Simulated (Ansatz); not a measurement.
# AlCu$_{3}$: an elastic run with cutoff 350 eV

Method: DFT PBEsol, scalar-relativistic, plane waves, PAW (Ansatz 0.2.0).

Launched with:
```bash
ansatz run input.yaml --threads 1 --pin off --max-ram 3072MiB --backend cpu --events-out ev --progress --plain --runs-dir out
```

Input (bare energies are in eV):
```yaml
crystal:
  lattice:
    - [0.0, 2.8840620862, 2.8840620862]
    - [2.8840620862, 0.0, 2.8840620862]
    - [2.8840620862, 2.8840620862, 0.0]
  atoms:
    - { symbol: Al, position: [0.0, 0.0, 0.0] }
    - { symbol: Cu, position: [0.5, 0.5, 0.5] }
    - { symbol: Cu, position: [0.25, 0.25, 0.25] }
    - { symbol: Cu, position: [0.75, 0.75, 0.75] }
basis:
  ecutwfc: 350
kpoints:
  mp_grid: { grid: [12, 12, 12] }
hamiltonian:
  xc: pbesol
scf:
  occupations: { method: fermi_dirac, width: 0.15 }
output:
  forces: true
  stress: true
  eigenvalues: true
elastic:
  mode: relaxed_ion
  stencil: two_point
```

From the output:
```
--- Elastic constants: 2 strain directions × 2 members + reference (group order 48) ---
  dense FFT box of the reference and of every strained cell: 25×25×25
  strains applied: 11, 23; error gains: componentwise 1.00 (the most a stress slope's error grows in a printed constant), spectral 1.73 (1 for all six strains in a standard setting)
  C = ∂σ_k/∂η_j (tension-positive GPa; Voigt order 11 22 33 23 13 12):
       160.831    152.485    152.485     -0.000     -0.000     -0.000
       152.485    160.831    152.485     -0.000     -0.000      0.000
       152.485    152.485    160.831      0.000      0.000     -0.000
        -0.000      0.000      0.000    121.030     -0.000     -0.000
        -0.000      0.000      0.000      0.000    121.030     -0.000
         0.000     -0.000     -0.000     -0.000      0.000    121.030
  reference stress σ⁰ (GPa):     -0.133     -0.133     -0.133     -0.000      0.000     -0.000
  C* (energy form; C + prestress term) asymmetry max|C*_kj − C*_jk| = 5.684e-14 GPa — a small one proves nothing (zero by symmetry where the batch's group is 432, −43m or m−3m); a large one is finite-difference/SCF noise where every solve ...
  moduli (Voigt/Reuss/Hill, GPa): K = 155.27/155.27/155.27   G = 74.29/9.92/42.10   E = 115.84   ν = 0.376
  mechanically stable: yes (min eigenvalue of sym C = 8.35 GPa)
  the stresses are not corrected for the forces that the relaxations left standing (`elastic.f_tol`)
  strain η (Voigt 11):  stress-route row diagonal C_11 = 160.83 GPa, energy-path curvature d²(F+E_count+ΔE)/dδ²/Ω₀ = 173.33 GPa
         δ    σ_11 (GPa) F (eV) n_scf n_hpsi n_pw
    -2.000e-3      -0.4576      -20291.5672772      10  118113    725   relax 0 steps, max|allowed force component| 5.55e-17 eV/Å
     2.000e-3       0.1857      -20291.5673535       8  105040    725   relax 0 steps, max|allowed force component| 5.55e-17 eV/Å
  strain η (Voigt 23):  stress-route row diagonal C_44 = 121.03 GPa, energy-path curvature d²(F+E_count+ΔE)/dδ²/Ω₀ = 132.33 GPa
         δ    σ_23 (GPa) F (eV) n_scf n_hpsi n_pw
    -2.000e-3      -0.2421      -20291.5672594      14  204294    725   relax 3 steps, max|allowed force component| 8.81e-8 eV/Å
     2.000e-3       0.2421      -20291.5672594      14  204129    725   relax 3 steps, max|allowed force component| 8.57e-8 eV/Å
```

Time: 100 s on 1 thread of Intel(R) Xeon(R) 6975P-C (Granite Rapids), on a shared host, peak memory 0.61 GiB.

Beside the reference run (Cutoff 420 eV, 12×12×12 k-points (Γ-centred), Fermi-Dirac smearing of 0.15 eV. No spin polarisation.), the elastic coefficients (GPa; two-point stencil, strain 0.002 and ions relaxed unless stated):
```tsv
setting	C11	C12	C44
reference run	155.5	149.0	118.1
cutoff 350 eV	160.8	152.5	121.0
```

In a metal, frequencies and elastic constants depend on the k mesh and the smearing, soft modes and shear constants most.